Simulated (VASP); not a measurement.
Here is a VASP 6.6.1 calculation.

INCAR

```
SYSTEM = TiO2
PREC = Accurate ; ENCUT = 520
EDIFF = 1E-7 ; ISMEAR = 0
SIGMA = 0.012 ; LREAL = .FALSE.
LASPH = .TRUE. ; NELM = 80
ALGO = Normal ; ISIF = 2
LWAVE = .FALSE. ; LCHARG = .FALSE.
GGA = PE ; NBANDS = 33
```

File KPOINTS:

```
regular mesh
0
G
  6 6 9
  0 0 0
```

File POSCAR:

```
TiO2
1.0
    4.5998373239      0.0000000000      0.0000000000
    0.0000000000      4.5998373239      0.0000000000
    0.0000000000      0.0000000000      2.9592135600
Ti O
2 4
Direct
    0.0000000000      0.0000000000      0.5000000000
    0.5000000000      0.5000000000      0.0000000000
    0.3043213200      0.3043213200      0.5000000000
    0.1956786800      0.8043213200      0.0000000000
    0.8043213200      0.1956786800      0.0000000000
    0.6956786800      0.6956786800      0.5000000000
```

Potentials or basis: VASP PAW PBE potentials, release 64 (Ti_sv, O).

The run is started by

```sh
$ cat potpaw_PBE.64/Ti_sv/POTCAR potpaw_PBE.64/O/POTCAR > POTCAR
$ mpirun -np 1 vasp_std > vasp.out
```

Q: Predict the pressure.

A: 4.9 GPa.

Q: Estimate the band gap on the k mesh.

A: 1.84 eV, direct.

Q: Predict the largest force.

A: 0.021 eV/Å.

Forces on the atoms (eV/Å):
```
Ti   0.000  0.000  0.000
Ti   0.000  0.000  0.000
O   -0.015 -0.015  0.000
O    0.015 -0.015  0.000
O   -0.015  0.015  0.000
O    0.015  0.015  0.000
```

Caveat: an odd mesh through Γ misses points on the zone boundary, where band edges often lie.

The gap isn't set beside the measured one, since this odd mesh misses points on the zone boundary.
